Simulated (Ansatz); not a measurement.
# Ionic part of the dielectric constant of HfO$_{2}$ at 4 GPa, mode by mode

Method: DFT PBE, scalar-relativistic, plane waves, PAW (Ansatz 0.2.0). Settings: 420 eV plane-wave cutoff, Γ-centred 8×8×8 mesh, fixed occupations. No spin polarisation. Phonons by linear response, acoustic sum rule imposed.

The structure is cubic, space group Fm-3m (No. 225). The conventional cell has a = 5.071 Å, b = 5.071 Å, c = 5.071 Å, α = 90.00°, β = 90.00°, γ = 90.00°. Around Hf (site symmetry m-3m) lie 8 O at 2.20 Å. O (site symmetry -43m) has 4 Hf at 2.20 Å as nearest neighbours.

Spin–orbit coupling is left out, which matters for heavy elements.

The primitive cell has V = 32.60 Å³ and ε∞,yy = 5.293. Each polar mode adds Δε = (4.92064×10⁷/V)·S/ν² along y, with S its oscillator strength in e²/amu, ν in cm⁻¹ and V in Å³.

Task: From these modes, find each Δε and ε0,yy.
```csv
ν (cm⁻¹),S_yy (e²/amu)
232.1,1.134
```

Result:
```json
{"ν (cm⁻¹)": "232.1", "Δε": "31.79"}
```

The sum is 31.786, so ε0,yy = 37.08; the run's tensor has 37.08.

Task: Where do the longitudinal modes lie for a wave vector along y?

Result: At 614 cm⁻¹. The Lyddane–Sachs–Teller product Π(ν_LO/ν_TO)² = 7.01 matches ε0/ε∞ = 7.01.

This fluorite-type form isn't the usual stable structure of the compound at low pressure.

Cost: 1 run of about 0.71 core-minutes, on Arm Neoverse V1 (shared hosts).